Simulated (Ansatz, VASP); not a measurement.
## BP: VASP beside Ansatz

INCAR

```
SYSTEM = BP
ALGO     = Normal         ! electronic algorithm
EDIFF    = 1E-7           ! SCF threshold, eV
ENCUT    = 520            ! plane-wave cutoff, eV
GGA      = PE             ! functional
ISIF     = 2              ! what is computed and relaxed
ISMEAR   = 0              ! smearing method
LASPH    = .True.         ! aspherical terms in the spheres
LCHARG   = .False.        ! write CHGCAR
LREAL    = .False.        ! projectors in reciprocal space
LWAVE    = .False.        ! write WAVECAR
NBANDS   = 11             ! bands
NELM     = 100            ! most SCF steps
PREC     = Accurate       ! precision mode
SIGMA    = 0.05           ! smearing width, eV
```

The input KPOINTS:

```
k-points
0
Gamma
  10 10 10
  0 0 0
```

POSCAR

```
BP
1.0
    0.0000000000      2.2286688250      2.2741518622
    2.2741518622      0.0000000000      2.2741518622
    2.2741518622      2.2286688250      0.0000000000
B P
1 1
Direct
    0.0000000000      0.0000000000      0.0000000000
    0.7500000000      0.7500000000      0.7500000000
```

Input for Ansatz:

```yaml
crystal:
  lattice:
    - [0.0, 2.228668825, 2.2741518622]
    - [2.2741518622, 0.0, 2.2741518622]
    - [2.2741518622, 2.228668825, 0.0]
  atoms:
    - { symbol: B, position: [0.0, 0.0, 0.0] }
    - { symbol: P, position: [0.75, 0.75, 0.75] }
basis:
  ecutwfc: 420
kpoints:
  mp_grid: { grid: [10, 10, 10] }
hamiltonian:
  xc: pbe
scf:
  occupations: { method: gaussian, width: 0.05 }
output:
  forces: true
  stress: true
  eigenvalues: true
```

Change from the starting cell: strain -0.0200 x Voigt [0, 1, 0, 0, 0, 0], atoms carried along.

Alike in both runs: task single point; functional PBE; k mesh 10 × 10 × 10; occupations gaussian, width 0.05 eV; no spin polarisation.

|  | VASP | Ansatz |
| --- | --- | --- |
| version | VASP 6.6.1 | Ansatz 0.2.0 |
| potentials or method | VASP PAW PBE potentials, release 64 (B, P) | scalar-relativistic, plane waves, PAW |
| plane-wave cutoff (eV) | 520 | 420 |
| valence electrons in the cell | 8 | 8 |

|  | VASP | Ansatz | Ansatz less VASP |
| --- | --- | --- | --- |
| gap on the k mesh at the Fermi level (eV) | 0.92 | 0.92 | +0.005 |
| least direct gap on the mesh (eV) | 3.22 | 3.22 | +0.004 |
| pressure (GPa) | 3.2 | 3.4 | +0.24 |
| largest component of the traceless stress (GPa) | 3.55 | 3.54 | -0.006 |

The functional is the same, so the differences come from potentials, cutoffs and numerics.

A k mesh can miss the band edges.
